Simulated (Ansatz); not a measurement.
## Ti: strain energy, fitted

Ti, P6_3/mmc, a = 2.936 Å, c = 4.636 Å. Ansatz: r2SCAN, PAW, 500 eV, Γ-centred 24×24×12 mesh on 2 atoms, Gaussian smearing 0.10 eV; no spin polarisation. Series: shear of c along a, cell held, atoms relaxed; x is the strain in per cent (engineering shear). y is the free energy over the unstrained cell, V0 = 17.303 Å³/atom. Symmetry makes y even in x.

| x (%) | y (meV/atom) |
| --- | --- |
| 0.0 | 0.00 |
| 1.0 | 0.28 |
| 2.0 | 1.12 |
| 3.0 | ? |
| 4.0 | 4.45 |

Problem. Fit y = c2 x² + c4 x⁴ to the other rows, turn c2 into a modulus, and predict the missing energy.

Solution. Least squares on the rows shown. y = 0.2806 x² − 0.0001534 x⁴. In eV per unit strain² c2 is 2.806; this is the shear stiffness (E = ½ C V0 γ²): 2 × 2.806 × 160.2 / (17.303) = 52 GPa. At x = 3.0 the fit asked for gives 2.51 meV/atom. The run gave 2.51 meV/atom, the same to the digits shown.

1 further run of this set didn't finish or converge.